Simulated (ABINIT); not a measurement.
# MgB2 (P6/mmm) in ABINIT: notebook, part 2 of 3

ABINIT 10.8.3 (patched build). Earlier steps stand in the parts before.

## (3) Relaxation of cell and atoms, PBE, target pressure 5 GPa, at which the enthalpy is minimised

Input file run.abi:

```
# Pseudopotentials
pp_dirpath "./"
pseudos "Mg.GGA_PBE-JTH.xml, B.GGA_PBE-JTH.xml"

# Structure
acell 5.8298050945 5.8298050945 6.6575051371
rprim
     1.0000000000     0.0000000000     0.0000000000
    -0.5000000000     0.8660254038     0.0000000000
     0.0000000000     0.0000000000     1.0000000000
ntypat 2
znucl 12 5
natom 3
typat 1 2 2
xred
     0.0000000000     0.0000000000     0.0000000000
     0.6666666667     0.3333333333     0.5000000000
     0.3333333333     0.6666666667     0.5000000000
chkprim 0
chksymtnons 0
tolsym 1.0e-6

# Plane-wave basis
ecut 19.0
pawecutdg 38.0
pawxcdev 0
pawovlp -1

# k points
kptopt 1
ngkpt 10 10 8
nshiftk 1
shiftk 0.0 0.0 0.0

# Exchange and correlation
ixc 11

# Bands and occupations
nband 12
occopt 3
tsmear 0.05 eV

# SCF cycle
nstep 100
tolvrs 1.0e-9

# Output
iomode 3
prtwf 0
prtden 0
prteig 0
prtebands 0

# Relaxation
ionmov 2
ntime 60
tolmxf 0.0005
optcell 2
dilatmx 1.08
ecutsm 0.5
strtarget 3*-1.699465e-04 3*0.0
```

Potentials or basis: JTH PAW PBE v2.0.

Launch:

```console
abinit run.abi > log 2>&1
```

run.abo:

```text
.Version 10.8.3 of ABINIT
 Symmetries : space group P6/m m m (#191); Bravais hP (primitive hexag.)
================================================================================
 Values of the parameters that define the memory need of the present run
     intxc =       0    ionmov =       2      iscf =      17    lmnmax =       8
     lnmax =       4     mgfft =      30  mpssoang =       2    mqgrid =    3001
     natom =       3  nloc_mem =       2    nspden =       1   nspinor =       1
    nsppol =       1      nsym =      24    n1xccc =       1    ntypat =       2
    occopt =       3   xclevel =       2
       mpw =         992          nfft =       21870          nkpt =          70
 PAW method is used; the additional fine FFT grid is defined by:
   mgfftf=        40    nfftf =     51840
================================================================================
================================================================================

--------------------------------------------------------------------------------
------------- Echo of variables that govern the present computation ------------
--------------------------------------------------------------------------------
 -outvars: echo values of preprocessed input variables --------
            acell      5.8298050945E+00  5.8298050945E+00  6.6575051371E+00 Bohr
              amu      2.43050000E+01  1.08110000E+01
          chkprim           0
      chksymtnons           0
          dilatmx      1.08000000E+00
             ecut      1.90000000E+01 Hartree
           ecutsm      5.00000000E-01 Hartree
           ionmov           2
                       outvar_i_n : Printing only first  50 k-points.
              ixc          11
                       outvar_i_n : Printing only first  50 k-points.
         kptrlatt       10    0    0      0   10    0      0    0    8
          kptrlen      5.32600411E+01
            natom           3
            nband          12
            ngfft          27      27      30
          ngfftdg          36      36      40
             nkpt          70
            nstep         100
             nsym          24
            ntime          60
           ntypat           2
                       prtocc : prtvol=0, do not print more k-points.
           occopt           3
          optcell           2
        pawecutdg      3.80000000E+01 Hartree
          pawovlp     -1.0000000000E+00
         pawxcdev           0
           prtden           0
        prtebands           0
           prteig           0
            prtwf           0
            rprim      1.0000000000E+00  0.0000000000E+00  0.0000000000E+00
                      -5.0000000000E-01  8.6602540380E-01  0.0000000000E+00
                       0.0000000000E+00  0.0000000000E+00  1.0000000000E+00
[... 642 lines left out ...]

--- !EnergyTerms
iteration_state     : {dtset: 1, itime: 5, icycle: 1, }
comment             : Components of total free energy in Hartree
kinetic             :  7.06782714552971E+00
hartree             :  1.36984592252455E+01
xc                  : -3.53891898498516E+00
Ewald energy        : -3.74071702832913E+01
psp_core            :  1.69639186633032E+00
local_psp           : -4.21504937390973E+01
PAW spherical_terms : -8.67748293646833E+00
internal            : -6.93113877067366E+01
'-kT*entropy'       : -2.14053793568539E-04
total_energy        : -6.93116017605302E+01
total_energy_eV     : -1.88606476683340E+03
...

--- !EnergyTermsDC
iteration_state     : {dtset: 1, itime: 5, icycle: 1, }
comment             : '"Double-counting" decomposition of free energy'
band_energy         : -1.18777491579740E+01
Ewald energy        : -3.74071702832913E+01
psp_core            :  1.69639186633032E+00
xc_dc               : -1.27538232891763E+01
PAW spherical_terms : -8.96903942043884E+00
internal            : -6.93113902845501E+01
'-kT*entropy'       : -2.14053793568539E-04
total_energy_dc     : -6.93116043383437E+01
total_energy_dc_eV  : -1.88606483697928E+03
...

--- !EnergyTermsWithPAWCore
iteration_state     : {dtset: 1, itime: 5, icycle: 1, }
comment             : 'Components of total free energy, including PAW core contributions'
Total energy        : -2.50046575798045E+02
Total energy DC     : -2.50046578375859E+02
Total energy (eV)   : -6.80411395352558E+03
Total energy DC (eV): -6.80411402367146E+03
...

 Cartesian components of stress tensor (hartree/bohr^3)
  sigma(1 1)= -1.69272074E-04  sigma(3 2)=  0.00000000E+00
  sigma(2 2)= -1.69272074E-04  sigma(3 1)=  0.00000000E+00
  sigma(3 3)= -1.71256807E-04  sigma(2 1)=  0.00000000E+00

-Cartesian components of stress tensor (GPa)         [Pressure=  4.9996E+00 GPa]
- sigma(1 1)= -4.98015636E+00  sigma(3 2)=  0.00000000E+00
- sigma(2 2)= -4.98015637E+00  sigma(3 1)=  0.00000000E+00
- sigma(3 3)= -5.03854923E+00  sigma(2 1)=  0.00000000E+00

== END DATASET(S) ==============================================================
================================================================================

 -outvars: echo values of variables after computation  --------
            acell      5.7733685160E+00  5.7733685161E+00  6.5316495815E+00 Bohr
           etotal     -6.9311604338E+01
            fcart     -3.1092711481E-29 -1.7951385343E-29 -0.0000000000E+00
                       6.2185422962E-29 -1.7951385343E-29 -0.0000000000E+00
                      -3.1092711481E-29  3.5902770686E-29 -0.0000000000E+00
            rprim      1.0000000000E+00  0.0000000000E+00  0.0000000000E+00
                      -4.9999999999E-01  8.6602540379E-01  0.0000000000E+00
                       0.0000000000E+00  0.0000000000E+00  1.0000000000E+00
           strten     -1.6927207408E-04 -1.6927207440E-04 -1.7125680735E-04
                       0.0000000000E+00  0.0000000000E+00  0.0000000000E+00
           xangst     -4.0612198077E-31  5.7234983805E-29  0.0000000000E+00
                       1.5275675234E+00  8.8194152085E-01  1.7282000529E+00
                      -4.3216647811E-17  1.7638830417E+00  1.7282000529E+00
             xred      1.0683164844E-29  2.1632191573E-29  0.0000000000E+00
                       6.6666666667E-01  3.3333333333E-01  5.0000000000E-01
                       3.3333333333E-01  6.6666666667E-01  5.0000000000E-01
 Calculation completed.
```

Run time: 76 s. Hardware: 1 thread of Arm Neoverse V2, shared host; peak memory 0.11 GiB.

Results:

```yaml
Free_energy: -1886.0648 eV
Relaxed_volume: 9.31 Å³/atom
Relaxed_cell: a = 3.055 Å, b = 3.055 Å, c = 3.456 Å, α = 90.00°, β = 90.00°, γ = 120.00°
Space_group_after_relaxing_to_0.05_Å: P6/mmm (No. 191)
Energy_change_on_relaxing_the_enthalpy_is_what_falls: +4.7 meV/atom
Ionic_steps: 5
Pressure_after_relaxing: 5.0 GPa
Band_gap_on_the_k_mesh: none (metal or under the smearing width)
```

Step by step:
| step | energy change (eV) | largest force (eV/Å) | pressure (GPa) | volume (Å³) |
| --- | --- | --- | --- | --- |
| 1 | 0.0000 | 0.0000 | -0.78 | 29.04 |
| 2 | 0.0018 | 0.0000 | 1.95 | 28.53 |
| 3 | 0.0137 | 0.0000 | 5.12 | 27.97 |
| 4 | 0.0136 | 0.0000 | 5.09 | 27.96 |
| 5 | 0.0140 | 0.0000 | 5.00 | 27.94 |

Final structure:
```
CELL_PARAMETERS angstrom
3.05514 0.00000 0.00000
-1.52757 2.64582 0.00000
0.00000 0.00000 3.45640
ATOMIC_POSITIONS crystal
Mg 0.00000 0.00000 0.00000
B 0.66667 0.33333 0.50000
B 0.33333 0.66667 0.50000
```

Levels at points of the mesh, in eV from the Fermi level:
```csv
k point,band 4,band 5,band 6,band 7,band 8,band 9,band 10,band 11,band 12
"(0.00, 0.00, 0.00)",-41.80,-12.68,-2.96,0.30,0.30,1.86,6.33,6.33,8.28
"(0.50, 0.00, 0.00)",-41.80,-8.70,-8.04,-2.29,0.21,3.17,3.85,5.59,7.50
"(0.00, 0.00, 0.50)",-41.81,-11.31,-7.63,0.71,0.71,6.66,6.66,8.01,10.24
"(0.50, 0.00, 0.50)",-41.81,-7.68,-7.07,-3.71,-1.98,-1.38,5.84,9.02,9.05
```

Caveat: the atomic spheres overlap.

## (4) Relaxation of cell and atoms, PBE, target pressure 10 GPa, at which the enthalpy is minimised

Edit run.abi of step 3 so:

```diff
@@ -60,2 +60,2 @@
 ecutsm 0.5
-strtarget 3*-1.699465e-04 3*0.0
+strtarget 3*-3.398931e-04 3*0.0
```

Potentials or basis: JTH PAW PBE v2.0.

Launch:

```console
abinit run.abi > log 2>&1
```

run.abo:

```text
.Version 10.8.3 of ABINIT
 Symmetries : space group P6/m m m (#191); Bravais hP (primitive hexag.)
================================================================================
 Values of the parameters that define the memory need of the present run
     intxc =       0    ionmov =       2      iscf =      17    lmnmax =       8
     lnmax =       4     mgfft =      30  mpssoang =       2    mqgrid =    3001
     natom =       3  nloc_mem =       2    nspden =       1   nspinor =       1
    nsppol =       1      nsym =      24    n1xccc =       1    ntypat =       2
    occopt =       3   xclevel =       2
       mpw =         992          nfft =       21870          nkpt =          70
 PAW method is used; the additional fine FFT grid is defined by:
   mgfftf=        40    nfftf =     51840
================================================================================
================================================================================

[... 836 lines left out ...]
================================================================================

 -outvars: echo values of variables after computation  --------
            acell      5.7293847550E+00  5.7293847551E+00  6.4394984505E+00 Bohr
           etotal     -6.9310217244E+01
            fcart     -0.0000000000E+00 -0.0000000000E+00 -0.0000000000E+00
                       9.3994218866E-29 -5.4267587564E-29 -0.0000000000E+00
                      -9.3994218866E-29  5.4267587564E-29 -0.0000000000E+00
            rprim      1.0000000000E+00  0.0000000000E+00  0.0000000000E+00
                      -4.9999999999E-01  8.6602540379E-01  0.0000000000E+00
                       0.0000000000E+00  0.0000000000E+00  1.0000000000E+00
           strten     -3.4017212069E-04 -3.4017212102E-04 -3.3958126221E-04
                       0.0000000000E+00  0.0000000000E+00  0.0000000000E+00
           xangst     -1.2995385753E-28 -5.6151174792E-29  0.0000000000E+00
                       1.5159299214E+00  8.7522254821E-01  1.7038179137E+00
                      -1.1853586639E-16  1.7504450964E+00  1.7038179137E+00
             xred     -5.3555494592E-29 -2.1385484529E-29  0.0000000000E+00
                       6.6666666667E-01  3.3333333333E-01  5.0000000000E-01
                       3.3333333333E-01  6.6666666667E-01  5.0000000000E-01
 Calculation completed.
```

Run time: 92 s. Hardware: 1 thread of Arm Neoverse V2, shared host; peak memory 0.11 GiB.

Results:

| Item | Value |
| --- | --- |
| Free energy | -1886.0271 eV |
| Relaxed volume | 9.04 Å³/atom |
| Relaxed cell | a = 3.032 Å, b = 3.032 Å, c = 3.408 Å, α = 90.00°, β = 90.00°, γ = 120.00° |
| Space group after relaxing (to 0.05 Å) | P6/mmm (No. 191) |
| Energy change on relaxing (the enthalpy is what falls) | +17.2 meV/atom |
| Ionic steps | 6 |
| Pressure after relaxing | 10.0 GPa |
| Band gap on the k mesh | none (metal or under the smearing width) |

The path:
```csv
step,energy change (eV),largest force (eV/Å),pressure (GPa),volume (Å³)
1,0.0000,0.0000,-0.78,29.04
2,0.0105,0.0000,4.49,28.09
3,0.0520,0.0000,10.31,27.16
4,0.0510,0.0000,10.18,27.16
5,0.0522,0.0000,10.00,27.12
6,0.0517,0.0000,10.00,27.13
```

Final structure:
```xyz
3
Lattice="3.0319 0.0000 0.0000 -1.5159 2.6257 0.0000 0.0000 0.0000 3.4076" Properties=species:S:1:pos:R:3 pbc="T T T"
Mg    0.0000    0.0000    0.0000
B     1.5159    0.8752    1.7038
B     0.0000    1.7504    1.7038
```

Levels at points of the mesh, in eV from the Fermi level:
```csv
k point,band 4,band 5,band 6,band 7,band 8,band 9,band 10,band 11,band 12
"(0.00, 0.00, 0.00)",-41.72,-12.86,-2.95,0.28,0.28,2.04,6.39,6.39,8.49
"(0.50, 0.00, 0.00)",-41.71,-8.81,-8.18,-2.36,0.24,3.28,3.87,5.82,7.85
"(0.00, 0.00, 0.50)",-41.72,-11.42,-7.76,0.72,0.72,6.71,6.71,8.10,10.60
"(0.50, 0.00, 0.50)",-41.72,-7.74,-7.16,-3.79,-2.04,-1.41,5.99,9.20,9.26
```

Caveat: the atomic spheres overlap.

(Continued in part 3 of 3.)
